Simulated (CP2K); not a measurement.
## Sn under changes of volume

One of the cells (27.205 Å³/atom); the others are scaled copies at fixed shape and fractional positions:

```
Sn
1.0
     3.28163    0.00000    0.00000
    -1.09388    3.09395    0.00000
    -1.09388   -1.54698    2.67944
Sn
1
Direct
  0.00000 0.00000 0.00000
```

This isn't the form of Sn at room conditions, which is tetragonal (white tin).

```yaml
Program: CP2K 2026.2
Functional: PBEsol
Potentials_or_basis: POTENTIAL_UZH Sn GTH-PBE-q4; TZVP-MOLOPT-PBE-GTH basis
Density_cutoff: 6123 eV
k_mesh: 10 × 10 × 10
Occupations: fermi-dirac, width 0.05 eV
Spin: no spin polarisation
```

```tsv
volume (Å³/atom)	energy over the lowest point (meV/atom)	pressure (GPa)
25.573	28.67	4.7
26.117	15.39	3.3
26.661	6.56	2.1
27.205	1.60	1.0
27.749	0.00	0.0
28.293	?	?
28.837	5.63	-1.6
```

Q: What does the run at 28.293 Å³/atom give?

A: Energy over the lowest point 1.42 meV/atom; pressure -0.8 GPa.

Worked out: A Birch-Murnaghan fit of order 3 (a polynomial in V^(-2/3)) to the other rows has its minimum at 27.74 Å³/atom with B0 = V·E''(V) = 45 GPa and B' = 5.4. It gives 1.49 meV/atom at 28.293 Å³/atom, against the run's 1.42, and -dE/dV = -0.8 GPa, against -0.8.

Energies are extrapolated to zero smearing.

Caveats: the potentials were made for another functional, which shifts forces and pressure; the basis of atomic orbitals isn't converged, which shifts pressures, moduli and gaps.
